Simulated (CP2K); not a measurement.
**BN in CP2K: the effect of functional**

BN:

```
CELL_PARAMETERS angstrom
2.49824 0.00000 0.00000
-1.24912 2.16354 0.00000
0.00000 0.00000 6.63570
ATOMIC_POSITIONS crystal
N 0.66667 0.33333 0.25000
N 0.33333 0.66667 0.75000
B 0.66667 0.33333 0.75000
B 0.33333 0.66667 0.25000
```

Alike in all runs:

| Quantity | Value |
| --- | --- |
| Program | CP2K 2026.2 |
| Task | band structure |
| Potentials or basis | POTENTIAL_UZH N GTH-PBE-q5, B GTH-PBE-q3; TZVP-MOLOPT-PBE-GTH basis |
| Density cutoff | 9184 eV |
| k mesh | 12 × 12 × 4 |
| Occupations | fermi-dirac, width 0.05 eV |
| Spin | no spin polarisation |

Task: One run gave: gap on the mesh 4.74 eV; pressure 0.9 GPa. Which functional did it use?
A. AM05
B. PBEsol
C. optB88-vdW
D. RPBE
E. MS2

Result: E.

```csv
functional,gap on the mesh (eV),pressure (GPa)
PBE,4.30,5.2
LDA,4.09,3.8
BEEF-vdW,4.50,1.4
BLYP,4.44,7.8
AM05,4.20,4.9
r2SCAN,4.88,2.0
PBEsol,4.17,4.2
RPBE,4.40,6.3
optB88-vdW,4.36,3.9
MS2,4.74,0.9
```

Caveats: the basis of atomic orbitals isn't converged, which shifts pressures, moduli and gaps; the potentials were made for another functional, which shifts forces and pressure (some runs); this functional lacks dispersion, which binds the layers, so the pressure and a relaxed spacing across them are unreliable (some runs).

A k mesh can miss the band edges.

Not every run made on this cell is shown here.
